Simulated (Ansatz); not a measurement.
A distorted cell of InN (zinc blende):

```xyz
2
Lattice="0.0000 2.5245 2.5245 2.5245 0.0000 2.5245 2.5245 2.5245 0.0000" Properties=species:S:1:pos:R:3 pbc="T T T"
N      3.7867     3.7867     3.8701
In     0.0000     0.0000    -0.0102
```

These are PBE (plane waves to 420 eV, PAW, scalar-relativistic; Ansatz, a quantum-chemistry and plane-wave program) values and carry that method's errors. k mesh 11×11×11 (Γ-centred), Fermi-Dirac smearing 0.05 eV. Stress and pressure are positive under compression. With partly filled bands, energies and forces of such displacements shift with the k mesh and the smearing. At this level the bands of InN touch or barely overlap; measurements give the solid a gap. InN was relaxed with its symmetry unable to fall.

Q: Predict the force on every atom, in eV/Å.

A: 
```tsv
atom	Fx	Fy	Fz
N1	0.000	0.000	-0.796
In2	0.000	0.000	0.796
```

Q: What is the stress tensor (GPa)?

A: 
```
    0.7      3.7      0.0
    3.7      0.7      0.0
    0.0      0.0      0.0
```
The pressure, a third of the trace, is 0.5 GPa.

(A displaced cell: forces are minus the slopes of the energy, force constants its curvatures, and phonons follow from these.)
